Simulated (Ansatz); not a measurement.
# FeO (Wuestite): properties at the relaxed cell

An exercise on one series of results from a longer session: the logs are not shown, and one member is left open.

Computed with Ansatz 0.2.0 (DFT PBE+U, scalar-relativistic, plane waves, PAW, unless a step's input says otherwise).

2 further runs of the same task are left out: 2 set aside as unsound or not needed.

## The structure to begin with

It takes space group R-3m (No. 166, trigonal). The conventional cell has a = 3.169 Å, b = 3.169 Å, c = 7.449 Å, α = 90.00°, β = 90.00°, γ = 120.00°. Around Fe (site symmetry -3m) lie 6 O at 2.21 Å. O (site symmetry -3m) is surrounded by 6 Fe at 2.21 Å.

As a file:

```
Fe O
1.0
     1.58442    0.91477    2.48306
    -1.58442    0.91477    2.48306
     0.00000   -1.82953    2.48306
Fe O
1 1
Cartesian
  0.0000 0.0000 0.0000
  0.0000 0.0000 3.7246
```

This cell was relaxed beforehand with the same method: volume 10.80 Å³/atom, gap on the mesh 0.87 eV, site moments up to 3.5 μB.

The first run:

The input, input.yaml:

```yaml
crystal:
  lattice:
    - [1.5684169364, 0.9055259405, 2.4579744886]
    - [-1.5684169364, 0.9055259405, 2.4579744886]
    - [0.0, -1.8110518808, 2.4579744886]
  atoms:
    - { symbol: Fe, position: [0.0, 0.0, 0.0], spin: 3.9 }
    - { symbol: O, position: [0.5, 0.5, 0.5], spin: 0.17 }
basis:
  ecutwfc: 420
kpoints:
  mp_grid: { grid: [12, 12, 12] }
hamiltonian:
  xc: pbe
  hubbard: { sites: [{ species: Fe, l: d, u_eff: 5.3 }] }
scf:
  occupations: { method: gaussian, width: 0.02 }
output:
  forces: true
  stress: true
  eigenvalues: true
  populations: true
magnetization:
  spin_polarized: true
relax:
  adjacent_minimum: "off"
  f_tol: 0.01
  max_steps: 30
  cell: { stress_tol: 0.1, fix: [volume] }
```

Launch:

```sh
$ ansatz run input.yaml --threads 1 --pin off --max-ram 2560MiB --backend cpu --events-out ev --progress --plain --runs-dir out
```

Steps of the session up to this table: Point at V/V0 = 0.97; The cell scaled to 1.03 of its volume; Point at V/V0 = 0.94; Volume × 1.06; Volume × 0.91; Point at V/V0 = 1.10; Volume × 0.88.

One of the session's tables, all rows but one given; the rest of the session is left out.

It belongs to the step «Equation of state». 

| volume (Å³/atom) | energy above the lowest point (meV/atom) | pressure (GPa) | gap on the mesh (eV) | largest moment (μB) |
| --- | --- | --- | --- | --- |
| 9.501 | 94.3 | 26.14 | 1.33 | 3.47 |
| 9.825 | 50.0 | 17.93 | 1.20 | 3.49 |
| 10.149 | 21.0 | 10.96 | 1.09 | 3.51 |
| 10.473 | 5.0 | 5.04 | 0.98 | 3.52 |
| 10.797 | 0.0 | 0.01 | 0.87 | 3.54 |
| 11.121 | ? | ? | ? | ? |
| 11.444 | 16.9 | -7.92 | 0.68 | 3.57 |
| 11.876 | 43.8 | -11.95 | 0.56 | 3.59 |

Estimate the missing values for volume (Å³/atom) = 11.121.

Worked estimate for «energy above the lowest point (meV/atom)». A straight line through the neighbours (10.797, 0.0) and (11.444, 16.9) gives 0.0 + (16.9 − 0.0) × (11.121 − 10.797) / (11.444 − 10.797) = 8.5; a parabola fitted to 4 rows on both sides gives 4.6.

As computed: energy above the lowest point (meV/atom): 4.4; pressure (GPa): -4.27; gap on the mesh (eV): 0.77; largest moment (μB): 3.56. In «energy above the lowest point (meV/atom)» the line misses by +4.1 and the parabola by +0.2.

To keep in mind: The magnetic state reached may not be the lowest one.
